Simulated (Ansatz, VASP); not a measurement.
# One calculation of Ge2Sb2Te5, two programs

File INCAR:

```
SYSTEM = Ge2Sb2Te5
PREC     = Accurate       ! precision mode
ENCUT    = 520            ! plane-wave cutoff, eV
EDIFF    = 1E-7           ! SCF threshold, eV
ISMEAR   = 0              ! smearing method
SIGMA    = 0.03           ! smearing width, eV
LREAL    = .FALSE.        ! projectors in reciprocal space
LASPH    = .TRUE.         ! aspherical terms in the spheres
NELM     = 100            ! most SCF steps
ALGO     = Normal         ! electronic algorithm
ISIF     = 2              ! what is computed and relaxed
LWAVE    = .FALSE.        ! write WAVECAR
LCHARG   = .FALSE.        ! write CHGCAR
GGA      = PE             ! functional
NBANDS   = 44             ! bands
```

The input KPOINTS:

```
Automatic mesh
0
G
  9 9 2
  0 0 0
```

POSCAR

```
Ge2Sb2Te5
1.0
    4.3340000000      0.0000000000      0.0000000000
   -2.1670000000      3.7533541000      0.0000000000
    0.0000000000      0.0000000000     16.6498000000
Ge Sb Te
2 2 5
Direct
    0.0000000000      0.0000000000      0.3313200918
    0.0000000000      0.0000000000      0.6686799082
    0.3333333333      0.6666666667      0.1120971408
    0.6666666667      0.3333333333      0.8879028592
    0.0000000000      0.0000000000      0.0000000000
    0.3333333333      0.6666666667      0.7914345914
    0.6666666667      0.3333333333      0.2085654086
    0.3333333333      0.6666666667      0.4096023866
    0.6666666667      0.3333333333      0.5903976134
```

Input for Ansatz:

```yaml
crystal:
  lattice:
    - [4.334, 0.0, 0.0]
    - [-2.167, 3.7533541, 0.0]
    - [0.0, 0.0, 16.6498]
  atoms:
    - { symbol: Ge, position: [0.0, 0.0, 0.3313200918] }
    - { symbol: Ge, position: [0.0, 0.0, 0.6686799082] }
    - { symbol: Sb, position: [0.3333333333, 0.6666666667, 0.1120971408] }
    - { symbol: Sb, position: [0.6666666667, 0.3333333333, 0.8879028592] }
    - { symbol: Te, position: [0.0, 0.0, 0.0] }
    - { symbol: Te, position: [0.3333333333, 0.6666666667, 0.7914345914] }
    - { symbol: Te, position: [0.6666666667, 0.3333333333, 0.2085654086] }
    - { symbol: Te, position: [0.3333333333, 0.6666666667, 0.4096023866] }
    - { symbol: Te, position: [0.6666666667, 0.3333333333, 0.5903976134] }
basis:
  ecutwfc: 420
kpoints:
  mp_grid: { grid: [9, 9, 2] }
hamiltonian:
  xc: pbe
scf:
  occupations: { method: gaussian, width: 0.03 }
output:
  forces: true
  stress: true
  eigenvalues: true
```

Alike in both runs: task single point; functional PBE; k mesh 9 × 9 × 2; occupations gaussian, width 0.03 eV; no spin polarisation.

|  | VASP | Ansatz |
| --- | --- | --- |
| version | VASP 6.6.1 | Ansatz 0.2.0 |
| potentials or method | VASP PAW PBE potentials, release 64 (Ge_d, Sb, Te) | scalar-relativistic, plane waves, PAW |
| plane-wave cutoff (eV) | 520 | 420 |
| valence electrons in the cell | 68 | 138 |

Ansatz gave:

| Quantity | Value |
| --- | --- |
| gap on the k mesh at the Fermi level (eV) | 0.06 |
| least direct gap on the mesh (eV) | 0.27 |
| pressure (GPa) | 2.3 |
| largest component of the traceless stress (GPa) | 1.91 |
| rms of the force components (eV/Å) | 0.191 |

Problem. What did VASP give for the same quantities?

Solution. gap on the k mesh at the Fermi level (eV): 0.06; least direct gap on the mesh (eV): 0.28; pressure (GPa): 2.3; largest component of the traceless stress (GPa): 1.89; rms of the force components (eV/Å): 0.198.

Atom by atom the forces differ by 0.008 eV/Å (rms over components). The two sets of potentials don't hold the same shells in valence.

Caveats: spin-orbit coupling is left out, which moves the levels of the heavy elements; an odd mesh through Γ misses points on the zone boundary, where band edges often lie; this functional lacks dispersion, which binds the layers, so the pressure and a relaxed spacing across them are unreliable.
